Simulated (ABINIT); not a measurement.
# ZrB2 (P6/mmm) in ABINIT: notebook, part 2 of 2

ABINIT 10.8.3 (patched build). Earlier steps stand in the parts before.

## Step 4: Single point, PBEsol

Input file run.abi:

```
pp_dirpath "./"
pseudos "Zr.upf, B.upf"

acell 3*1.0
rprim
     5.9904318151     0.0000000000     0.0000000000
    -2.9952159075     5.1878661315     0.0000000000
     0.0000000000     0.0000000000     6.6764023983
ntypat 2
znucl 40 5
natom 3
typat 1 2 2
xred
     0.0000000000     0.0000000000     0.0000000000
     0.6666666667     0.3333333333     0.5000000000
     0.3333333333     0.6666666667     0.5000000000

ecut 34.0

kptopt 1
ngkpt 8 8 6
nshiftk 1
shiftk 0.0 0.0 0.0

ixc -116133

nband 13
occopt 3
tsmear 0.00183747

nstep 100
tolvrs 1.0e-10

iomode 3
prtwf 0
prteig 0
prtebands 0
enunit 1
prtden 1
prtvha 1
prtvclmb 1
prtpot 1
prtelf 1
```

Potentials or basis: PseudoDojo NC SR PBEsol v0.4 stringent.

The run is started by

```sh
$ mpirun --bind-to none -np 4 abinit run.abi > log 2>&1
```

run.abo:

```text
.Version 10.8.3 of ABINIT
 Symmetries : space group P6/m m m (#191); Bravais hP (primitive hexag.)
================================================================================
 Values of the parameters that define the memory need of the present run
     intxc =       0    ionmov =       0      iscf =       7    lmnmax =       6
     lnmax =       6     mgfft =      36  mpssoang =       3    mqgrid =    3001
     natom =       3  nloc_mem =       1    nspden =       1   nspinor =       1
    nsppol =       1      nsym =      24    n1xccc =    2501    ntypat =       2
    occopt =       3   xclevel =       2
       mpw =        1982          nfft =       36864          nkpt =          40
================================================================================
================================================================================

--------------------------------------------------------------------------------
------------- Echo of variables that govern the present computation ------------
[... 221 lines left out ...]
================================================================================

 -outvars: echo values of variables after computation  --------
            acell      1.0000000000E+00  1.0000000000E+00  1.0000000000E+00 Bohr
           etotal     -5.6589030860E+01
            fcart     -2.8093187877E-30  4.8658828750E-30 -0.0000000000E+00
                       2.2474550302E-29  6.1634516416E-29 -0.0000000000E+00
                      -1.9665231514E-29 -6.6500399292E-29 -0.0000000000E+00
            rprim      5.9904318151E+00  0.0000000000E+00  0.0000000000E+00
                      -2.9952159075E+00  5.1878661315E+00  0.0000000000E+00
                       0.0000000000E+00  0.0000000000E+00  6.6764023983E+00
           strten      1.2403591179E-04  1.2403591186E-04  1.5004847941E-04
                       0.0000000000E+00  0.0000000000E+00 -1.0310961469E-13
           xangst      0.0000000000E+00  0.0000000000E+00  0.0000000000E+00
                       1.5849999989E+00  9.1510017605E-01  1.7664999988E+00
                       1.7639262050E-11  1.8302003521E+00  1.7664999988E+00
             xred      0.0000000000E+00  0.0000000000E+00  0.0000000000E+00
                       6.6666666667E-01  3.3333333333E-01  5.0000000000E-01
                       3.3333333333E-01  6.6666666667E-01  5.0000000000E-01
 Calculation completed.
```

Wall time 6.7 s (4 MPI ranks of Arm Neoverse V2, shared host); peak memory 0.24 GiB.

Results:

* Free energy: -1539.8660 eV
* Pressure: -3.9 GPa
* Band gap on the k mesh: none (metal or under the smearing width)
* Valence electrons inside the program's atomic spheres: Zr 8.44; B 2.63

## Step 5: Single point, LDA

Input file run.abi:

```
pp_dirpath "./"
pseudos "Zr.upf, B.upf"

acell 5.9904318151 5.9904318151 6.6764023983
rprim
     1.0000000000     0.0000000000     0.0000000000
    -0.5000000000     0.8660254038     0.0000000000
     0.0000000000     0.0000000000     1.0000000000
ntypat 2
znucl 40 5
natom 3
typat 1 2 2
xcart
     0.0000000000     0.0000000000     0.0000000000
     1.5850000002     0.9151001766     1.7665000000
    -0.0000000002     1.8302003534     1.7665000000 Angstrom

ecut 28.0

kptopt 1
ngkpt 8 8 6
nshiftk 1
shiftk 0.0 0.0 0.0

ixc 7

nband 13
occopt 3
tsmear 0.05 eV

nstep 100
tolvrs 1.0e-10

iomode 3
prtwf 0
prtden 0
prteig 0
prtebands 0
```

Potentials or basis: PseudoDojo NC SR LDA v0.4.1 standard.

The run is started by

```sh
$ abinit run.abi > log 2>&1
```

Run time: 11 s. Hardware: 1 thread of Intel Xeon 6975P-C (Granite Rapids), shared host; peak memory 0.07 GiB.

The run converged. Its results:

```
Free energy                                           : -1543.3436 eV
Band gap on the k mesh                                : none (metal or under the smearing width)
Valence electrons inside the program's atomic spheres : Zr 8.43; B 2.63
```

Levels at points of the mesh, in eV from the Fermi level:
```csv
k point,band 5,band 6,band 7,band 8,band 9,band 10,band 11,band 12,band 13
"(0.00, 0.00, 0.00)",-12.74,-2.77,-2.77,-2.74,-2.45,3.23,3.23,4.00,4.00
"(0.50, 0.00, 0.00)",-9.03,-8.50,-4.03,-3.18,-2.82,2.12,2.15,4.77,4.85
"(0.00, 0.00, 0.50)",-10.67,-7.08,-1.09,-1.09,0.18,0.18,0.62,0.62,1.64
"(0.50, 0.00, 0.50)",-9.95,-7.04,-4.75,-4.26,-2.10,3.55,4.06,5.14,6.25
```

Caveat: the cutoff is too short for stress, so the log's stress isn't used.

## Step 6: Single point, PBE

Edit run.abi of step 5 so:

```diff
@@ -3,7 +3,7 @@
 
-acell 5.9904318151 5.9904318151 6.6764023983
+acell 3*1.0
 rprim
-     1.0000000000     0.0000000000     0.0000000000
-    -0.5000000000     0.8660254038     0.0000000000
-     0.0000000000     0.0000000000     1.0000000000
+     5.9904318151     0.0000000000     0.0000000000
+    -2.9952159075     5.1878661315     0.0000000000
+     0.0000000000     0.0000000000     6.6764023983
 ntypat 2
@@ -24,3 +24,3 @@
 
-ixc 7
+ixc 11
 
@@ -38 +38,2 @@
 prtebands 0
+enunit 2
```

Potentials or basis: PseudoDojo NC SR PBE v0.4.1 standard.

The run is started by

```sh
$ abinit run.abi > log 2>&1
```

run.abo:

```text
.Version 10.8.3 of ABINIT
 Symmetries : space group P6/m m m (#191); Bravais hP (primitive hexag.)
================================================================================
 Values of the parameters that define the memory need of the present run
     intxc =       0    ionmov =       0      iscf =       7    lmnmax =       6
     lnmax =       6     mgfft =      32  mpssoang =       3    mqgrid =    3001
     natom =       3  nloc_mem =       1    nspden =       1   nspinor =       1
    nsppol =       1      nsym =      24    n1xccc =    2501    ntypat =       2
    occopt =       3   xclevel =       2
       mpw =        1480          nfft =       28800          nkpt =          40
================================================================================
================================================================================

--------------------------------------------------------------------------------
------------- Echo of variables that govern the present computation ------------
--------------------------------------------------------------------------------
 -outvars: echo values of preprocessed input variables --------
            acell      1.0000000000E+00  1.0000000000E+00  1.0000000000E+00 Bohr
              amu      9.12240000E+01  1.08110000E+01
             ecut      2.80000000E+01 Hartree
           enunit           2
              ixc          11
         kptrlatt        8    0    0      0    8    0      0    0    6
          kptrlen      4.00584144E+01
            natom           3
            nband          13
            ngfft          30      30      32
             nkpt          40
            nstep         100
             nsym          24
           ntypat           2
           occopt           3
           prtden           0
        prtebands           0
           prteig           0
            prtwf           0
            rprim      5.9904318151E+00  0.0000000000E+00  0.0000000000E+00
                      -2.9952159075E+00  5.1878661315E+00  0.0000000000E+00
                       0.0000000000E+00  0.0000000000E+00  6.6764023983E+00
          spgroup         191
           tolvrs      1.00000000E-10
           tsmear      1.83746611E-03 Hartree
            typat      1  2  2
           xangst      0.0000000000E+00  0.0000000000E+00  0.0000000000E+00
                       1.5849999989E+00  9.1510017605E-01  1.7664999988E+00
                       1.7638673983E-11  1.8302003521E+00  1.7664999988E+00
            xcart      0.0000000000E+00  0.0000000000E+00  0.0000000000E+00
                       2.9952159076E+00  1.7292887105E+00  3.3382011991E+00
                       3.3332263053E-11  3.4585774210E+00  3.3382011991E+00
             xred      0.0000000000E+00  0.0000000000E+00  0.0000000000E+00
                       6.6666666667E-01  3.3333333333E-01  5.0000000000E-01
                       3.3333333333E-01  6.6666666667E-01  5.0000000000E-01
            znucl       40.00000    5.00000

================================================================================

 chkinp: Checking input parameters for consistency.

================================================================================
== DATASET  1 ==================================================================

--- !DatasetInfo
iteration_state: {dtset: 1, }
dimensions: {natom: 3, nkpt: 40, mband: 13, nsppol: 1, nspinor: 1, nspden: 1, mpw: 1480, }
cutoff_energies: {ecut:  28.0, pawecutdg:  -1.0, }
electrons: {nelect:   1.80000000E+01, charge:   0.00000000E+00, occopt:   3.00000000E+00, tsmear:   1.83746611E-03, }
meta: {optdriver: 0, ionmov: 0, optcell: 0, iscf: 7, paral_kgb: 0, }
...

 Exchange-correlation functional for the present dataset will be:
[... 75 lines left out ...]
- [ -4.21397818E-30,   4.05490240E-30,  -0.00000000E+00, ]
- [ -9.83261576E-30,   4.13600044E-29,  -0.00000000E+00, ]
- [  1.40465939E-29,  -4.54149068E-29,  -0.00000000E+00, ]
force_length_stats: {min:   5.84806340E-30, max:   4.75375700E-29, mean:   3.19661136E-29, }
...

 Integrated electronic density in atomic spheres:
 ------------------------------------------------
 Atom  Sphere_radius  Integrated_density
    1        2.00000          8.42717168
    2        2.00000          2.63453709
    3        2.00000          2.63453709
================================================================================

 ----iterations are completed or convergence reached----

 Mean square residual over all n,k,spin=   59.732E-07; max=  11.684E-04
 reduced coordinates (array xred) for    3 atoms
       0.000000000000      0.000000000000      0.000000000000
       0.666666666667      0.333333333333      0.500000000000
       0.333333333333      0.666666666667      0.500000000000
 rms dE/dt=  1.3093E-28; max dE/dt=  3.1134E-28; dE/dt below (all hartree)
    1       0.000000000000      0.000000000000      0.000000000000
    2       0.000000000000     -0.000000000000      0.000000000000
    3      -0.000000000000      0.000000000000      0.000000000000

 cartesian coordinates (angstrom) at end:
    1      0.00000000000000     0.00000000000000     0.00000000000000
    2      1.58499999894314     0.91510017604762     1.76649999880083
    3      0.00000000001764     1.83020035209524     1.76649999880083

 cartesian forces (hartree/bohr) at end:
    1     -0.00000000000000     0.00000000000000    -0.00000000000000
    2     -0.00000000000000     0.00000000000000    -0.00000000000000
    3      0.00000000000000    -0.00000000000000    -0.00000000000000
 frms,max,avg= 2.1347263E-29 4.5414907E-29   0.000E+00  0.000E+00  0.000E+00 h/b

 cartesian forces (eV/Angstrom) at end:
    1     -0.00000000000000     0.00000000000000    -0.00000000000000
    2     -0.00000000000000     0.00000000000000    -0.00000000000000
    3      0.00000000000000    -0.00000000000000    -0.00000000000000
 frms,max,avg= 1.0977204E-27 2.3353284E-27   0.000E+00  0.000E+00  0.000E+00 e/A
 length scales=  1.000000000000  1.000000000000  1.000000000000 bohr
              =  0.529177210544  0.529177210544  0.529177210544 angstroms
 Fermi (or HOMO) energy (hartree) =   0.46531   Average Vxc (hartree)=  -0.46469
 Eigenvalues (hartree) for nkpt=  40  k points:
 kpt#   1, nband= 13, wtk=  0.00260, kpt=  0.0000  0.0000  0.0000 (reduced coord)
  -1.32759   -0.52606   -0.50560   -0.50560   -0.00816    0.36318    0.36318    0.36520
   0.37363    0.58492    0.58492    0.61331    0.61333
      occupation numbers for kpt#   1
   2.00000    2.00000    2.00000    2.00000    2.00000    2.00000    2.00000    2.00000
   2.00000    0.00000    0.00000    0.00000    0.00000
 prteigrs : prtvol=0 or 1, do not print more k-points.

 Fermi (or HOMO) energy (eV) =  12.66161   Average Vxc (eV)= -12.64495
 Eigenvalues (   eV  ) for nkpt=  40  k points:
 kpt#   1, nband= 13, wtk=  0.00260, kpt=  0.0000  0.0000  0.0000 (reduced coord)
 -36.12563  -14.31492  -13.75804  -13.75804   -0.22203    9.88253    9.88253    9.93773
  10.16710   15.91643   15.91643   16.68901   16.68954
 prteigrs : prtvol=0 or 1, do not print more k-points.

--- !EnergyTerms
iteration_state     : {dtset: 1, }
comment             : Components of total free energy in Hartree
kinetic             :  1.85834725896333E+01
hartree             :  6.19608438453179E+00
xc                  : -1.25670075171616E+01
Ewald energy        : -4.82953939843553E+01
psp_core            :  2.21875591630440E+00
local_psp           : -2.81367547265538E+01
non_local_psp       :  5.38763269195072E+00
internal            : -5.66132106456506E+01
'-kT*entropy'       : -8.43446559991175E-05
total_energy        : -5.66132949903066E+01
total_energy_eV     : -1.54052623663889E+03
band_energy         : -3.10128714653065E+00
...

 Cartesian components of stress tensor (hartree/bohr^3)
  sigma(1 1)=  2.89349788E-05  sigma(3 2)=  0.00000000E+00
  sigma(2 2)=  2.89349789E-05  sigma(3 1)=  0.00000000E+00
  sigma(3 3)=  8.33380150E-06  sigma(2 1)= -1.03340665E-13

-Cartesian components of stress tensor (GPa)         [Pressure= -6.4926E-01 GPa]
- sigma(1 1)=  8.51296469E-01  sigma(3 2)=  0.00000000E+00
- sigma(2 2)=  8.51296470E-01  sigma(3 1)=  0.00000000E+00
- sigma(3 3)=  2.45188905E-01  sigma(2 1)= -3.04038733E-09

== END DATASET(S) ==============================================================
================================================================================

 -outvars: echo values of variables after computation  --------
            acell      1.0000000000E+00  1.0000000000E+00  1.0000000000E+00 Bohr
           etotal     -5.6613294990E+01
            fcart     -4.2139781816E-30  4.0549023959E-30 -0.0000000000E+00
                      -9.8326157570E-30  4.1360004438E-29 -0.0000000000E+00
                       1.4046593939E-29 -4.5414906833E-29 -0.0000000000E+00
            rprim      5.9904318151E+00  0.0000000000E+00  0.0000000000E+00
                      -2.9952159075E+00  5.1878661315E+00  0.0000000000E+00
                       0.0000000000E+00  0.0000000000E+00  6.6764023983E+00
           strten      2.8934978847E-05  2.8934978909E-05  8.3338014956E-06
                       0.0000000000E+00  0.0000000000E+00 -1.0334066501E-13
           xangst      0.0000000000E+00  0.0000000000E+00  0.0000000000E+00
                       1.5849999989E+00  9.1510017605E-01  1.7664999988E+00
                       1.7638673983E-11  1.8302003521E+00  1.7664999988E+00
             xred      0.0000000000E+00  0.0000000000E+00  0.0000000000E+00
                       6.6666666667E-01  3.3333333333E-01  5.0000000000E-01
                       3.3333333333E-01  6.6666666667E-01  5.0000000000E-01
 Calculation completed.
```

It took 25 s on 1 thread of AMD EPYC 7R43 (Zen 3), shared host; peak memory 0.07 GiB.

What came out:

```yaml
Free_energy: -1540.5262 eV
Band_gap_on_the_k_mesh: none (metal or under the smearing width)
Valence_electrons_inside_the_program's_atomic_spheres: Zr 8.43; B 2.63
```

Caveat: the cutoff is too short for stress, so the log's stress isn't used.

## Step 7: The runs side by side

```tsv
level	potentials or basis	cell	cutoff (eV)	fine-grid cutoff	gap on the mesh (eV)	pressure (GPa)	largest force (eV/Å)
LDA	JTH PAW LDA v2.0	atoms moved at random	463	925.187 eV	none	-8.0	1.20
LDA-PZ	PseudoDojo NC SR LDA v0.4.1 standard	cell strained at random	1034	-	none	-7.0	0.04
PBEsol	PseudoDojo NC SR PBEsol v0.4 stringent	as given	925	-	none	-3.9	-
LDA	PseudoDojo NC SR LDA v0.4.1 standard	as given	762	-	none	-	-
PBE	PseudoDojo NC SR PBE v0.4.1 standard	as given	762	-	none	-	-
```

Alike in all rows: task single point; no spin polarisation; k mesh 8 × 8 × 6; smearing fermi-dirac 0.05 eV.

Caveats: the atomic spheres overlap (some runs).

Absolute energies hang on the potentials; compare differences alone.
